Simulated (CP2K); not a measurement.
GaAs under changes of volume

One of the cells (22.590 Å³/atom); the others are scaled copies at fixed shape and fractional positions:

```
CELL_PARAMETERS angstrom
3.99777 0.00000 0.00000
1.99888 3.46217 0.00000
1.99888 1.15406 3.26417
ATOMIC_POSITIONS crystal
As 0.75000 0.75000 0.75000
Ga 0.00000 0.00000 0.00000
```

| Item | Value |
| --- | --- |
| Program | CP2K 2026.2 |
| Functional | PBEsol |
| Potentials or basis | POTENTIAL_UZH As GTH-PBE-q5, Ga GTH-PBE-q13; TZVP-MOLOPT-PBE-GTH basis |
| Density cutoff | 6123 eV |
| k mesh | 8 × 8 × 8 |
| Occupations | fermi-dirac, width 0.05 eV |
| Spin | no spin polarisation |

```tsv
volume (Å³/atom)	energy over the lowest point (meV/atom)	pressure (GPa)	gap on the mesh (eV)
21.234	38.00	7.0	0.84
21.686	?	?	?
22.138	9.56	3.2	0.53
22.590	2.68	1.7	0.38
23.041	0.00	0.3	0.23
23.493	1.05	-1.0	0.09
23.945	5.32	-2.0	none
```

Task: What does the run at 21.686 Å³/atom give?

Result: Energy over the lowest point 21.15 meV/atom; pressure 5.0 GPa; gap on the mesh 0.68 eV.

Worked out: A Birch-Murnaghan fit of order 3 (a polynomial in V^(-2/3)) to the other rows has its minimum at 23.14 Å³/atom with B0 = V·E''(V) = 65 GPa and B' = 5.2. It gives 21.12 meV/atom at 21.686 Å³/atom, against the run's 21.15, and -dE/dV = 5.0 GPa, against 5.0.

Energies are extrapolated to zero smearing.

Caveats: the potentials were made for another functional, which shifts forces and pressure; the basis of atomic orbitals isn't converged, which shifts pressures, moduli and gaps.

A mesh can miss the band edges. Spin-orbit coupling on As, Ga is left out.

A gap of «none» marks a metal or a gap under the smearing width.
